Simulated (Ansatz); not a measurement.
input.yaml

```yaml
crystal:
  lattice:
    - [0.0, 3.6061010682, 3.6061010682]
    - [3.6061010682, 0.0, 3.6061010682]
    - [3.6061010682, 3.6061010682, 0.0]
  atoms:
    - { symbol: Pb, position: [0.5, 0.5, 0.5] }
    - { symbol: Pb, position: [0.75, 0.75, 0.75] }
basis:
  ecutwfc: 420
kpoints:
  mp_grid: { grid: [10, 10, 10] }
hamiltonian:
  xc: pbesol
scf:
  occupations: { method: gaussian, width: 0.1 }
output:
  forces: true
  stress: true
  eigenvalues: true
```

Launched with
```bash
ansatz run input.yaml --threads 1 --pin off --max-ram 1331MiB --backend cpu --events-out ev --progress --plain --runs-dir out
```

Theory: DFT PBEsol, scalar-relativistic, plane waves, PAW (Ansatz).

Part of what the program printed, abridged (iterations and final results):

```
SCF iter   1: F=—  HF=-23509.124339 eV  |F-HF|=—  |Δ(HF+E_count)|=         —  Δρ=1.72e-3  dr2=4.05e-3  ethr=1.77e-3  ⟨swp⟩=6.1  Hψ=4336  notcnv=0
SCF iter   2: F=—  HF=-23509.121356 eV  |F-HF|=—  |Δ(HF+E_count)|=   2.98e-3  Δρ=9.62e-4  dr2=1.59e-3  ethr=1.45e-5  ⟨swp⟩=2.5  Hψ=1903  notcnv=0
SCF iter   3: F=—  HF=-23509.121316 eV  |F-HF|=—  |Δ(HF+E_count)|=   4.07e-5  Δρ=4.70e-4  dr2=1.55e-4  ethr=5.67e-6  ⟨swp⟩=2.0  Hψ=1505  notcnv=0
SCF iter   4: F=—  HF=-23509.121284 eV  |F-HF|=—  |Δ(HF+E_count)|=   3.20e-5  Δρ=1.52e-4  dr2=1.52e-5  ethr=5.53e-7  ⟨swp⟩=2.0  Hψ=1464  notcnv=0
SCF iter   5: F=—  HF=-23509.121283 eV  |F-HF|=—  |Δ(HF+E_count)|=   1.34e-6  Δρ=6.69e-5  dr2=3.31e-6  ethr=5.42e-8  ⟨swp⟩=2.7  Hψ=1533  notcnv=0
SCF iter   6: F=—  HF=-23509.121281 eV  |F-HF|=—  |Δ(HF+E_count)|=   1.06e-6  Δρ=1.47e-5  dr2=1.53e-7  ethr=1.18e-8  ⟨swp⟩=2.0  Hψ=1454  notcnv=0
SCF iter   7: F=-23509.121281 eV  HF=-23509.121281 eV  |F-HF|=6.15e-10  |Δ(HF+E_count)|=   5.62e-8  Δρ=1.17e-6  dr2=8.03e-10  ethr=3.57e-10  ⟨swp⟩=5.9  Hψ=3898  notcnv=0
SCF 1 converged in 7 iterations: F = -23509.121281 eV  dr2 = 8.03e-10
SCF converged after 7 iterations
Free energy (F): -23509.121281 eV
Harris-Foulkes:  -23509.121281 eV  (|F-HF|=6.15e-10)
Internal energy: -23509.117206 eV  (E = F + TS)
E sigma→0 (E₀):  -23509.119244 eV
Entropy (-TS):   -0.004075 eV (-2.038 meV/atom)
Fermi energy:    5.359183 eV
--- Per-component energies (eV) ---
  E_band       = -222.124864
  E_kinetic    = 577.309452
  E_local      = -2900.232933  (includes V_loc(G=0)·N_el)
  E_nonlocal   = 703.607517
  E_hartree    = 1167.782391
  E_xc         = -434.821579
  E_vxc        = -261.558890  (∫ρ·V_xc dr)
  E_paw        = -20514.886054  (= ΣΔE_a)
  E_vpaw       = -676.816473  (= ΣTr[D̂ρ^β])
  E_aug_tail   = 0.000098  (compensation charges beyond the density's cutoff)
  E_ewald      = -2108.000331
  E_core_change = 0.124233  (= ΣΔE_core)
  E_smearing   = -0.004075  (= −TS)
--- Forces (eV/Å), atoms counted from 1 ---
  atom   1  Pb     0.00000000     0.00000000     0.00000000
  atom   2  Pb     0.00000000     0.00000000     0.00000000
--- Stress (GPa, compression-positive) ---
       -2.884794       0.000000       0.000000
        0.000000      -2.884794       0.000000
        0.000000       0.000000      -2.884794
  P = ⅓ Tr σ = -2.8848 GPa (-28.848 kbar)
--- Band table (eV; the first three rows and the last of 47) ---
  k-point 0: bands = ["-11.5626", "-11.5626", "-11.5626", "-11.5057", "-11.5057", "-11.2066", "-11.2066", "-11.2066", "-11.2016", "-11.2016", "-5.0218", "0.7148", "5.7061", "5.7061", "5.7061", "7.6502", "7.6502", "7.6502"]
  k-point 1: bands = ["-11.5697", "-11.5697", "-11.5606", "-11.4958", "-11.4958", "-11.2249", "-11.2249", "-11.2104", "-11.1850", "-11.1850", "-4.9510", "0.5001", "5.5302", "5.5635", "5.5635", "7.7446", "7.8344", "7.8344"]
  k-point 2: bands = ["-11.5817", "-11.5817", "-11.5554", "-11.4769", "-11.4769", "-11.2439", "-11.2439", "-11.2202", "-11.1701", "-11.1701", "-4.7457", "-0.0479", "5.1188", "5.2740", "5.2740", "8.2064", "8.2064", "8.2996"]
  k-point 46: bands = ["-11.6263", "-11.6263", "-11.4389", "-11.4389", "-11.3586", "-11.3586", "-11.3166", "-11.3166", "-11.1177", "-11.1177", "-2.8208", "-2.8208", "3.3994", "3.3994", "7.4765", "7.4765", "9.6864", "9.6864"]
```

The calculation finished and met its thresholds.

Spin–orbit coupling is left out, which can shift energies with elements as heavy as these.